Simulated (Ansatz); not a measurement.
# PbS: pressure against volume

PbS, Fm-3m, a = 6.009 Å. Ansatz: PBE, PAW, 420 eV, Γ-centred 10×10×10 mesh on 2 atoms, Gaussian smearing 0.02 eV; no spin polarisation. Symmetry fixes shape and atoms, so the cell is only scaled; pressure is positive in compression.

```tsv
V (Å³/atom)	P (GPa)
25.495	3.74
26.308	1.72
27.122	0.00
27.936	-1.47
28.749	?
```

Question: Take V0 = 27.122 Å³/atom, fit the third-order Birch–Murnaghan form to the other rows, and predict the missing pressure.

Answer: With the Eulerian strain f = ½[(V0/V)^(2/3) − 1] and y = P/[3f(1 + 2f)^(5/2)], the form is the line y = B0 + 1.5 B0 (B0′ − 4) f. Rows (f, y): 0.02105, 53.4; 0.01026, 53.1; -0.00976, 52.7. Means f = 0.007183, y = 53.067; Σ(Δf)² = 0.0004888, ΣΔfΔy = 0.01094; the slope is their ratio. y = 52.91 + 22.37 f GPa, so B0 = 52.9 GPa and B0′ = 4 + 2 × (22.37)/(3 × 52.91) = 4.28. At V = 28.749, f = -0.01905, y = 52.48 and P = -2.72 GPa. The run gave -2.71 GPa, so the fit is 0.01 GPa too low, a small miss on the scale of the series. The form still works here, 33 % of the fitted range beyond its end.

Spin–orbit coupling is left out, which can shift energies with elements as heavy as these.